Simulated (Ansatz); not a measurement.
LuH₃ — electric field gradients

The cell is a computed structure from the Materials Project (it need not be an observed phase), atoms as given.

```
CELL_PARAMETERS angstrom
6.09484 0.00000 0.00000
-3.04742 5.27829 0.00000
0.00000 0.00000 6.37775
ATOMIC_POSITIONS crystal
Lu 0.66239 0.00000 0.25000
Lu 0.33761 0.33761 0.25000
Lu 0.00000 0.66239 0.25000
Lu 0.66239 0.66239 0.75000
Lu 0.00000 0.33761 0.75000
Lu 0.33761 0.00000 0.75000
H 0.31998 0.96633 0.41054
H 0.64634 0.68002 0.41054
H 0.03367 0.35366 0.41054
H 0.31998 0.35366 0.91054
H 0.03367 0.68002 0.91054
H 0.64634 0.96633 0.91054
H 0.68002 0.03367 0.58946
H 0.35366 0.31998 0.58946
H 0.96633 0.64634 0.58946
H 0.68002 0.64634 0.08946
H 0.96633 0.31998 0.08946
H 0.35366 0.03367 0.08946
H 0.00000 0.00000 0.25000
H 0.00000 0.00000 0.75000
H 0.66667 0.33333 0.31147
H 0.66667 0.33333 0.81147
H 0.33333 0.66667 0.68853
H 0.33333 0.66667 0.18853
```

Atom numbers follow the list; atoms alike are taken as one site, whose name carries the number of the first.

Level of theory: DFT, r2SCAN, plane waves and PAW, scalar-relativistic, 500 eV cutoff, Γ-centred 5×5×5 k-points, Fermi–Dirac smearing 0.02 eV (Ansatz 0.2.0).

C_Q = eQV_zz/h, which is 24.18 MHz for Q = 1 b and V_zz = 10²¹ V/m²; η = (V_xx − V_yy)/V_zz. Directions are in the Cartesian axes of the cell vectors above, for the atom listed; none is given where the gradient is under 0.02 or η is above 0.95.

Question: Give the quadrupolar parameters of the distinct sites.

Answer: 

```json
{"site": "Lu", "first atom": "1", "first shell": "11 H at 2.06–2.44 Å", "V_zz (10²¹ V/m²)": "8.71", "η": "0.23", "direction of V_zz (x, y, z)": "0.00 0.16 0.99"}
{"site": "H7", "first atom": "7", "first shell": "4 Lu at 2.16–2.44 Å", "V_zz (10²¹ V/m²)": "-0.26", "η": "0.86", "direction of V_zz (x, y, z)": "-0.57 0.79 -0.25"}
{"site": "H19", "first atom": "19", "first shell": "3 Lu at 2.06 Å", "V_zz (10²¹ V/m²)": "-0.69", "η": "0.00", "direction of V_zz (x, y, z)": "0.00 0.00 1.00"}
{"site": "H21", "first atom": "21", "first shell": "3 Lu at 2.06 Å", "V_zz (10²¹ V/m²)": "-0.64", "η": "0.00", "direction of V_zz (x, y, z)": "0.00 0.00 1.00"}
```

An axis of threefold or higher order runs through H19 and H21, so V_zz lies along it and η is zero.

Without spin–orbit coupling the gradients at and beside Lu can be off by some per cent, at some sites by more. With a gap of 0.2 eV on this mesh, small gradients can still move by 0.1 × 10²¹ V/m² or more as the k-mesh gets denser.

Hardware: 1 thread of Arm Neoverse V1 (aarch64; 8 cores open to the job, memory cap 2.5 GiB, no GPU), a shared host with a load of 0.5 a core. Wall time 85 s, CPU time 85 s, peak memory 1.1 GiB.
